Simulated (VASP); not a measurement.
Write the native input for VASP 6.6.1 that does the following.

```yaml
Task: relaxation of cell and atoms
Functional: PBE
Potentials_or_basis: VASP PAW PBE potentials, release 64 (Zn, Sn_d, N)
Cutoff: 520 eV
k_mesh: 5 × 5 × 3
Occupations: gaussian, width 0.15 eV
Spin: no spin polarisation
Further_INCAR_settings: PREC = Normal; ALGO = Fast; EDIFF = 0.0001; IBRION = 2; EDIFFG = -0.08; NSW = 24; ISIF = 3
```

The structure of ZnSnN2 lies in POSCAR:

```
ZnSnN2
1.0
    3.4819560700      0.0000000000      0.0000000000
   -1.7409780400      3.0154624100      0.0000000000
    0.0000000000      0.0000000000      6.6806716600
Zn Sn N
1 1 2
Direct
    0.0000000000      0.0000000000      0.5000000000
    0.0000000000      0.0000000000      0.0000000000
    0.3333333300      0.6666666700      0.8712674700
    0.6666666700      0.3333333300      0.1287325300
```

The cell was built by a generator and needn't be a form met in nature.

One way to write it, as run:

INCAR

```
ALGO     = Fast           # electronic algorithm
EDIFF    = 1E-4           # SCF threshold, eV
EDIFFG   = -0.08          # ionic threshold
ENCUT    = 520            # plane-wave cutoff, eV
GGA      = PE             # functional
IBRION   = 2              # ionic algorithm
ISIF     = 3              # what is computed and relaxed
ISMEAR   = 0              # smearing method
LASPH    = T              # aspherical terms in the spheres
LCHARG   = F              # write CHGCAR
LREAL    = F              # projectors in reciprocal space
LWAVE    = F              # write WAVECAR
NELM     = 60             # most SCF steps
NSW      = 24             # ionic steps
PREC     = Normal         # precision mode
SIGMA    = 0.15           # smearing width, eV
```

KPOINTS

```
k-points
0
Gamma
  5 5 3
```

Potentials or basis: VASP PAW PBE potentials, release 64 (Zn, Sn_d, N).

The run is started by

```console
$ cat potpaw_PBE.64/Zn/POTCAR potpaw_PBE.64/Sn_d/POTCAR potpaw_PBE.64/N/POTCAR > POTCAR
$ mpirun -np 1 vasp_std > vasp.out
```

It gave:

* Relaxed volume: 12.06 Å³/atom
* Relaxed cell: a = 3.191 Å, b = 3.191 Å, c = 5.469 Å, α = 90.00°, β = 90.00°, γ = 120.00°
* Space group after relaxing (to 0.05 Å): P-3m1 (No. 164)
* Energy gained by relaxing: 755.1 meV/atom
* Ionic steps: 13
* Pressure after relaxing: -0.2 GPa
* Largest force after relaxing: 0.038 eV/Å
* Band gap on the k mesh: none (metal or under the smearing width)

Caveat: the k mesh is coarse (spacing up to 0.42 Å⁻¹), so the values aren't converged; the volume moved by over 15 % at a fixed basis, so the end points are rough; the relaxation stopped at a loose force limit of 0.08 eV/Å, so its end isn't a converged minimum.

It took 46 s on 1 thread of Intel(R) Xeon(R) 6975P-C (Granite Rapids) (shared host), peak memory 0.16 GiB.
